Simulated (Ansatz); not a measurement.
# Smearing, entropy and the zero-width energy in TiAl$_{3}$

Method: DFT r2SCAN, scalar-relativistic, plane waves, PAW in Ansatz 0.2.0.

```xyz
4
Lattice="2.8397 0.0000 0.0000 0.0000 4.6813 0.0000 0.0000 0.0000 4.9007" Properties=species:S:1:pos:R:3 pbc="T T T"
Ti    0.0000    2.3406    0.8131
Al    1.4198    2.3406    3.2701
Al    1.4198    0.0000    1.6217
Al    0.0000    0.0000    4.0965
```

| Item | Value |
| --- | --- |
| plane-wave cutoff | 500 eV |
| Γ-centred k-mesh | 14×10×10 |
| spin treatment | unpolarised |

The same metal under several smearings of width σ, on one mesh. F is the free energy, TS the smearing's entropy term for the cell of 4 atoms, and E = F + TS. Gaussian occupations are ½ erfc[(ε − μ)/σ], and N counts both spins.

| rule | σ (eV) | F − F(narrowest) (meV/atom) | TS (meV/cell) |
| --- | --- | --- | --- |
| Fermi–Dirac | 0.02 | -0.309 | 3.092 |
| Gaussian | 0.02 | 0.000 | 0.399 |
| Gaussian | 0.05 | -0.282 | 2.868 |
| Gaussian | 0.1 | -1.451 | 12.884 |
| Gaussian | 0.2 | -6.296 | 51.253 |

For a density of states N (both spins) that is flat over the smeared range, TS = Nσ²/2 (Gaussian) and (π²/3)Nσ² (Fermi–Dirac). What N does each run give?

```csv
rule,σ (eV),N (states/eV a cell)
Fermi–Dirac,0.02,2.35
Gaussian,0.02,1.99
Gaussian,0.05,2.29
Gaussian,0.1,2.58
Gaussian,0.2,2.56
```

Equal entropy needs σ_Gauss = π√(2/3) σ_FD = 2.57 σ_FD, so a Fermi–Dirac width acts like a Gaussian one 2.57 times as large. At moderate widths N lies between 2.29 and 2.58. The drift shows structure in the density of states within the smeared window (a rise with width points to a dip at the Fermi level, a fall to a peak or a steep flank), or a mesh too coarse for the narrower widths. At the narrowest widths only the few mesh levels within σ of μ count, so N can scatter there.

To second order F = E0 − TS/2 and E = E0 + TS/2. How well does E0 = (E + F)/2 undo the smearing?

| rule | σ (eV) | F − E0(narrowest) (meV/atom) | (E + F)/2 − E0(narrowest) (meV/atom) |
| --- | --- | --- | --- |
| Fermi–Dirac | 0.02 | -0.36 | 0.03 |
| Gaussian | 0.02 | -0.05 | 0.00 |
| Gaussian | 0.05 | -0.33 | 0.03 |
| Gaussian | 0.1 | -1.50 | 0.11 |
| Gaussian | 0.2 | -6.35 | 0.06 |

At Gaussian 0.2 eV the free energy is off by -6.35 meV/atom and the mean by 0.06. What remains is of order σ⁴ plus the mesh error of the narrowest run, which is no exact reference. Forces and stress are derivatives of F, not of E0, so they keep the σ² error.

This form isn't the usual stable structure of the compound.

8 further runs of this set aren't shown, and 1 didn't finish or converge.